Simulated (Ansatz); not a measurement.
SrVO3

Method: PBE with spin–orbit coupling; two-component spinors; PAW, 420 eV, Γ-centred 8×8×8 mesh, 0.05 eV Gaussian smearing; code Ansatz. The datasets are Ansatz's generated set soft_2.

```xyz
5
Lattice="3.8580 0.0000 0.0000 0.0000 3.8580 0.0000 0.0000 0.0000 3.8580" Properties=species:S:1:pos:R:3 pbc="T T T"
Sr    1.9290    1.9290    1.9290
V     0.0000    0.0000    0.0000
O     1.9290    0.0000    0.0000
O     0.0000    1.9290    0.0000
O     0.0000    0.0000    1.9290
```

The chain of runs began from a cell as deposited in COD, expanded in volume.

Magnetic state: ferromagnetic, site spin moments V 0.13 μB, along [001] (Cartesian), which lowers the symmetry.

Path: Γ–X–M–Γ–R–X | R–M, with Γ = (0.000, 0.000, 0.000), X = (0.000, 0.500, 0.000), M = (0.500, 0.500, 0.000), R = (0.500, 0.500, 0.500) in reciprocal vectors of the calculation's cell.

Levels between -3 and 5 eV from the Fermi level at the path's named points:
```tsv
point	below E_F (eV)	above E_F (eV)
Γ	-2.55 -2.55 -2.49 -2.49 -2.48 -2.48 -1.13 -1.12 -1.10 -0.97 -0.95 -0.94	1.11 1.11 1.19 1.19 3.49 3.49 3.49 3.49 4.53 4.53
X	-2.96 -2.96 -2.93 -2.93 -1.00 -0.83	0.77 0.77 0.91 0.91 1.12 1.20 3.37 3.44
M	-2.22 -2.22	0.74 0.76 0.88 0.91 1.11 1.26 2.12 2.19
R	-2.15 -2.14 -2.13 -2.12 -2.12 -2.12	1.31 1.32 1.33 1.47 1.48 1.49
```

Task: By these bands, is it a metal or an insulator, and if it has a gap, where are the band edges on this path?

Result: A metal: bands cross the Fermi level.

So small a moment in a metal hangs on mesh and smearing, and semilocal functionals can overstate it, so the real crystal may have none. Site moments are of spin, integrated over Gaussian weights of 0.5 Å, which gives about a tenth less on f atoms than spheres do. No antiparallel order was tried, and in such compounds it can hold moments and open a gap where a parallel start collapses.
